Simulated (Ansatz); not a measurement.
This guess for HfC is about to be relaxed.

```cif
data_structure
_symmetry_space_group_name_H-M 'P3m1'
_symmetry_Int_Tables_number 156
_cell_length_a 2.6121
_cell_length_b 2.6121
_cell_length_c 6.3649
_cell_angle_alpha 90.000
_cell_angle_beta 90.000
_cell_angle_gamma 120.000
_cell_volume 37.61
loop_
_atom_site_label
_atom_site_type_symbol
_atom_site_symmetry_multiplicity
_atom_site_Wyckoff_symbol
_atom_site_fract_x
_atom_site_fract_y
_atom_site_fract_z
_atom_site_occupancy
Hf1 Hf 1 a 0.00000 0.00000 0.35735 1
C1 C 1 c 0.66667 0.33333 0.05528 1
```

Computed with DFT PBE, scalar-relativistic, plane waves, PAW in Ansatz 0.2.0. Cutoff 420 eV, Gaussian smearing, Γ-centred meshes. Cell and atoms relax first on a coarse mesh and then on a finer one. In between, the cell is made exact in the group found at 0.06 Å. In metals the finer mesh still leaves noise of several meV/atom or more. The steps can't lower the symmetry of their start. No spin polarisation.

A guess keeps its type if space group and coordination stay and the shape of the cell changes little (axis ratios within about 15 %, angles within 6°); the volume may change.

**Question.** Will the relaxed cell still be of the starting type?

**Answer.** It doesn't keep its type. The symmetry stays P3m1 (No. 156). The volume per atom shrinks by 29.6 %, from 18.8 to 13.2 Å³. The shortest distance goes from 2.44 Å (Hf–C) to 2.33 Å (Hf–C). The ratio c/a of the conventional cell changes by a factor of 0.37. Counting neighbours within 15 % of an atom's shortest distance, the start has C 9, Hf 9 and the end C 6, Hf 6. In detail, at the end Hf has 6 C at 2.33–2.41 Å and 2 Hf at 2.92 Å; C has 6 Hf at 2.33–2.41 Å.

```
CELL_PARAMETERS angstrom
3.23752 0.00000 0.00000
-1.61876 2.80377 0.00000
0.00000 0.00000 2.91566
ATOMIC_POSITIONS crystal
Hf 0.66667 0.33333 0.44498
C 0.33333 0.66667 0.96764
```

The last run used an 18×18×18 mesh for its 2-atom cell and Gaussian smearing of 0.10 eV. These runs have no spin–orbit coupling, which can matter for Hf. A structure relaxed within its symmetry needn't be a true minimum. Another cell of HfC relaxed alike, in Fm-3m (a cell as deposited in COD), lies 0.76 eV/atom lower, so this cell isn't the stable form at this level.
